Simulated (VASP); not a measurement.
# CoSi2 (Fm-3m) in VASP: further runs, part 2 of 3

VASP 6.6.1.

### Step 4. Phonons, PBE, collinear spin, ferromagnetic start

Input file POSCAR:

```
CoSi2
1.0
    0.0000000000      2.6780000000      2.6780000000
    2.6780000000      0.0000000000      2.6780000000
    2.6780000000      2.6780000000      0.0000000000
Co Si
1 2
Direct
    0.0000000000      0.0000000000      0.0000000000
    0.7500000000      0.7500000000      0.7500000000
    0.2500000000      0.2500000000      0.2500000000
```

Input file INCAR.step1:

```
SYSTEM = CoSi2
PREC     = Accurate       ! precision mode
ENCUT    = 600            ! plane-wave cutoff, eV
EDIFF    = 1E-8           ! SCF threshold, eV
ISMEAR   = 0              ! smearing method
SIGMA    = 0.02           ! smearing width, eV
LREAL    = .False.        ! projectors in reciprocal space
LASPH    = .True.         ! aspherical terms in the spheres
NELM     = 150            ! most SCF steps
ALGO     = Normal         ! electronic algorithm
ISIF     = 3              ! what is computed and relaxed
LWAVE    = .False.        ! write WAVECAR
LCHARG   = .False.        ! write CHGCAR
ISPIN    = 2              ! spin polarisation
MAGMOM   = 2 0 0          ! initial moments
LORBIT   = 11             ! projections on sites
LMAXMIX  = 4              ! l up to which the mixer works
GGA      = PE             ! functional
IBRION   = 2              ! ionic algorithm
NSW      = 40             ! ionic steps
EDIFFG   = -0.002         ! ionic threshold
```

Input file INCAR.step2:

```
SYSTEM = CoSi2
PREC     = Accurate       ! precision mode
ENCUT    = 600            ! plane-wave cutoff, eV
EDIFF    = 1E-8           ! SCF threshold, eV
ISMEAR   = 0              ! smearing method
SIGMA    = 0.02           ! smearing width, eV
LREAL    = .False.        ! projectors in reciprocal space
LASPH    = .True.         ! aspherical terms in the spheres
NELM     = 150            ! most SCF steps
ALGO     = Normal         ! electronic algorithm
ISIF     = 2              ! what is computed and relaxed
LWAVE    = .False.        ! write WAVECAR
LCHARG   = .False.        ! write CHGCAR
ISPIN    = 2              ! spin polarisation
MAGMOM   = 2 0 0          ! initial moments
LORBIT   = 11             ! projections on sites
LMAXMIX  = 4              ! l up to which the mixer works
GGA      = PE             ! functional
IBRION   = 6              ! ionic algorithm
NFREE    = 2            
POTIM    = 0.015          ! step
NSW      = 1              ! ionic steps
```

Input file KPOINTS:

```
regular mesh
0
Gamma
  7 7 7
  0 0 0
```

Potentials or basis: VASP PAW PBE potentials, release 64 (Co, Si).

On the command line:

```bash
cat potpaw_PBE.64/Co/POTCAR potpaw_PBE.64/Si/POTCAR > POTCAR
cp INCAR.step1 INCAR
mpirun -np 1 vasp_std > vasp.out
cp CONTCAR POSCAR
cp INCAR.step2 INCAR
mpirun -np 1 vasp_std > vasp.out
```

OUTCAR:

```text
SYSTEM = CoSi2
   PREC = Accurate
   ENCUT = 600
   EDIFF = 1E-8
   ISMEAR = 0
   LREAL = .False.
   LASPH = .True.
   NELM = 150
   ISIF = 2
   ISPIN = 2
   LORBIT = 11
   GGA = PE
   IBRION = 6
   NFREE = 2
   POTIM = 0.015
   NSW = 1

 ion  position               nearest neighbor table
   1  0.000  0.000  0.000-   2 2.32   3 2.32   2 2.32   2 2.32   2 2.32   3 2.32   3 2.32   3 2.32

   2  0.750  0.750  0.750-   1 2.32   1 2.32   1 2.32   1 2.32   3 2.68   3 2.68   3 2.68   3 2.68
                             3 2.68   3 2.68
   3  0.250  0.250  0.250-   1 2.32   1 2.32   1 2.32   1 2.32   2 2.68   2 2.68   2 2.68   2 2.68
                             2 2.68   2 2.68

  LATTYP: Found a face centered cubic cell.
 ALAT       =     5.3587770919

  Lattice vectors:

[... 1181 lines left out ...]
          X           Y           Z          XY          YZ          ZX
  --------------------------------------------------------------------------------
  x     0.00000     0.00000     0.00000     0.00000     0.00000     0.00000
  y     0.00000     0.00000     0.00000     0.00000     0.00000     0.00000
  z     0.00000     0.00000     0.00000     0.00000     0.00000     0.00000

 INTERNAL STRAIN TENSOR FOR ION    3 for displacements in x,y,z  (eV/Angst):
          X           Y           Z          XY          YZ          ZX
  --------------------------------------------------------------------------------
  x    -0.00000     0.00000     0.00000     0.00000    -8.28125     0.00000
  y     0.00000    -0.00000     0.00000     0.00000     0.00000    -8.28125
  z     0.00000     0.00000    -0.00000    -8.28125     0.00000     0.00000

 Eigenvectors and eigenvalues of the dynamical matrix
 ----------------------------------------------------

   1 f  =   10.844227 THz    68.136288 2PiTHz  361.724479 cm-1    44.848099 meV
             X         Y         Z           dx          dy          dz
      0.000000  0.000000  0.000000    -0.000000   -0.000000   -0.000000
      4.019083  4.019083  4.019083     0.490086    0.509550   -0.013225
      1.339694  1.339694  1.339694    -0.490086   -0.509550    0.013225
[... 43 lines left out ...]
   9 f/i=    0.001699 THz     0.010678 2PiTHz    0.056687 cm-1     0.007028 meV
             X         Y         Z           dx          dy          dz
      0.000000  0.000000  0.000000    -0.703624    0.128837   -0.012147
      4.019083  4.019083  4.019083    -0.485899    0.088970   -0.008388
      1.339694  1.339694  1.339694    -0.485899    0.088970   -0.008388

 ELASTIC MODULI CONTR FROM IONIC RELAXATION (kBar)
 Direction    XX          YY          ZZ          XY          YZ          ZX
 --------------------------------------------------------------------------------
 XX          -0.0000      0.0000      0.0000      0.0000     -0.0000      0.0000
 YY           0.0000     -0.0000      0.0000      0.0000      0.0000     -0.0000
 ZZ           0.0000      0.0000     -0.0000     -0.0000      0.0000      0.0000
 XY           0.0000      0.0000     -0.0000   -422.6926     -0.0000     -0.0000
 YZ          -0.0000      0.0000      0.0000     -0.0000   -422.6926     -0.0000
 ZX           0.0000     -0.0000      0.0000     -0.0000     -0.0000   -422.6926
 --------------------------------------------------------------------------------

 total charge

# of ion       s       p       d       tot
------------------------------------------
    1        0.540   0.719   7.594   8.854
    2        0.717   0.872   0.000   1.590
    3        0.717   0.872   0.000   1.590
--------------------------------------------------
tot          1.975   2.464   7.594  12.033

 magnetization (x)

# of ion       s       p       d       tot
------------------------------------------
    1       -0.000   0.000   0.000   0.000
    2        0.000   0.000   0.000   0.000
    3        0.000   0.000   0.000   0.000
--------------------------------------------------
tot         -0.000   0.000   0.000   0.000
```

OUTCAR.step1:

```text
SYSTEM = CoSi2
   PREC = Accurate
   ENCUT = 600
   EDIFF = 1E-8
   ISMEAR = 0
   LREAL = .False.
   LASPH = .True.
   NELM = 150
   ISIF = 3
[... 991 lines left out ...]

# of ion       s       p       d       tot
------------------------------------------
    1        0.540   0.718   7.591   8.849
    2        0.718   0.872   0.000   1.590
    3        0.718   0.872   0.000   1.590
--------------------------------------------------
tot          1.975   2.463   7.591  12.029

 magnetization (x)

# of ion       s       p       d       tot
------------------------------------------
    1       -0.000  -0.000   0.000  -0.000
    2        0.000  -0.000   0.000  -0.000
    3        0.000  -0.000   0.000  -0.000
--------------------------------------------------
tot         -0.000  -0.000   0.000  -0.000
```

It took 2.2 min on 1 thread of Intel Xeon 6975P-C (Granite Rapids), shared host; peak memory 0.27 GiB.

Results:

* Relaxed volume: 12.82 Å³/atom
* Relaxed cell: a = 3.789 Å, b = 3.789 Å, c = 3.789 Å, α = 60.00°, β = 60.00°, γ = 60.00°
* Space group after relaxing (to 0.05 Å): Fm-3m (No. 225)
* Net moment: 0.00 μB per cell
* Valence electrons inside the program's atomic spheres: Co 8.85; Si 1.59
* Highest phonon frequency at Γ, LO-TO splitting left out: 362 cm⁻¹

Final structure:
```cif
data_structure
_symmetry_space_group_name_H-M 'P 1'
_symmetry_Int_Tables_number 1
_cell_length_a 3.7892
_cell_length_b 3.7892
_cell_length_c 3.7892
_cell_angle_alpha 60.000
_cell_angle_beta 60.000
_cell_angle_gamma 60.000
_cell_volume 38.47
loop_
_atom_site_label
_atom_site_type_symbol
_atom_site_fract_x
_atom_site_fract_y
_atom_site_fract_z
_atom_site_occupancy
Co1 Co 0.00000 0.00000 0.00000 1
Si1 Si 0.75000 0.75000 0.75000 1
Si2 Si 0.25000 0.25000 0.25000 1
```

Phonon frequencies in cm⁻¹ (negative: imaginary):
```tsv
q point	frequencies
(0.000, 0.000, 0.000)	0 0 0 335 335 335 362 362 362
```

Caveat: the starting moments collapsed, and a magnetic state may lie lower.

### Step 5. Elastic constants, PBE, collinear spin, ferromagnetic start

POSCAR is that of step 4.

INCAR.step1: that of step 4 with these lines changed.

```diff
@@ -6,4 +6,4 @@
 SIGMA    = 0.02           ! smearing width, eV
-LREAL    = .False.        ! projectors in reciprocal space
-LASPH    = .True.         ! aspherical terms in the spheres
+LREAL    = .FALSE.        ! projectors in reciprocal space
+LASPH    = .TRUE.         ! aspherical terms in the spheres
 NELM     = 150            ! most SCF steps
@@ -11,4 +11,4 @@
 ISIF     = 3              ! what is computed and relaxed
-LWAVE    = .False.        ! write WAVECAR
-LCHARG   = .False.        ! write CHGCAR
+LWAVE    = .FALSE.        ! write WAVECAR
+LCHARG   = .FALSE.        ! write CHGCAR
 ISPIN    = 2              ! spin polarisation
```

INCAR.step2: that of step 4 with these lines changed.

```diff
@@ -6,9 +6,9 @@
 SIGMA    = 0.02           ! smearing width, eV
-LREAL    = .False.        ! projectors in reciprocal space
-LASPH    = .True.         ! aspherical terms in the spheres
+LREAL    = .FALSE.        ! projectors in reciprocal space
+LASPH    = .TRUE.         ! aspherical terms in the spheres
 NELM     = 150            ! most SCF steps
 ALGO     = Normal         ! electronic algorithm
-ISIF     = 2              ! what is computed and relaxed
-LWAVE    = .False.        ! write WAVECAR
-LCHARG   = .False.        ! write CHGCAR
+ISIF     = 3              ! what is computed and relaxed
+LWAVE    = .FALSE.        ! write WAVECAR
+LCHARG   = .FALSE.        ! write CHGCAR
 ISPIN    = 2              ! spin polarisation
```

Input file KPOINTS:

```
Automatic mesh
0
G
  7 7 7
  0 0 0
```

On the command line:

```bash
cat potpaw_PBE.64/Co/POTCAR potpaw_PBE.64/Si/POTCAR > POTCAR
cp INCAR.step1 INCAR
mpirun -np 1 vasp_std > vasp.out
cp CONTCAR POSCAR
cp INCAR.step2 INCAR
mpirun -np 1 vasp_std > vasp.out
```

Wall time 8.6 min (1 thread of Intel Xeon 6975P-C (Granite Rapids), shared host); peak memory 0.33 GiB.

Results (log left out):

```yaml
Relaxed_volume: 12.82 Å³/atom
Relaxed_cell: a = 3.789 Å, b = 3.789 Å, c = 3.789 Å, α = 60.00°, β = 60.00°, γ = 60.00°
Space_group_after_relaxing_to_0.05_Å: Fm-3m (No. 225)
Net_moment: 0.00 μB per cell
Valence_electrons_inside_the_program's_atomic_spheres: Co 8.85; Si 1.59
Elastic_constants_C11_C12_C44: 227, 156, 105 GPa
Voigt_bulk_modulus: 180 GPa
Highest_phonon_frequency_at_Γ_LO-TO_splitting_left_out: 362 cm⁻¹
```

Final structure:
```
CELL_PARAMETERS angstrom
0.00000 2.67939 2.67939
2.67939 0.00000 2.67939
2.67939 2.67939 0.00000
ATOMIC_POSITIONS crystal
Co 0.00000 0.00000 0.00000
Si 0.75000 0.75000 0.75000
Si 0.25000 0.25000 0.25000
```

Phonon frequencies in cm⁻¹ (negative: imaginary):
| q point | frequencies |
| --- | --- |
| (0.000, 0.000, 0.000) | 0 0 0 335 335 335 362 362 362 |

Elastic tensor in Voigt notation (GPa, in the Cartesian axes of the cell as first typed):
```
227 156 156   0   0   0
156 227 156   0   0   0
156 156 227   0   0   0
  0   0   0 105   0   0
  0   0   0   0 105   0
  0   0   0   0   0 105
```

Clamped-ion elastic tensor (GPa):
```
227 156 156   0   0   0
156 227 156   0   0   0
156 156 227   0   0   0
  0   0   0 147   0   0
  0   0   0   0 147   0
  0   0   0   0   0 147
```

Caveat: the starting moments collapsed, and a magnetic state may lie lower.

(Part 2 of 3 ends here.)
